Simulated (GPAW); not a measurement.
Crystal: TePb.

```
Pb Te
1.0
     0.00000    3.23100    3.23100
     3.23100    0.00000    3.23100
     3.23100    3.23100    0.00000
Pb Te
1 1
Direct
  0.00000 0.00000 0.00000
  0.50000 0.50000 0.50000
```

Base run:

| Property | Result |
| --- | --- |
| Program | GPAW 26.7.0 |
| Functional | PBEsol |
| Potentials or basis | PAW data sets generated in the run's folder for this functional |
| Cutoff | 600 eV |
| Basis | pw |
| k mesh | 7 × 7 × 7 |
| Occupations | fermi-dirac, width 0.05 eV |
| Spin | no spin polarisation |

Its results: pressure -0.7 GPa.

Question: The run is repeated on the same cell with these changes: functional from PBEsol to BLYP. What comes out?

Answer: Pressure 5.1 GPa.

BLYP binds less tightly than PBEsol, so the same cell stands under more pressure.

Not every run made on this cell is shown here.
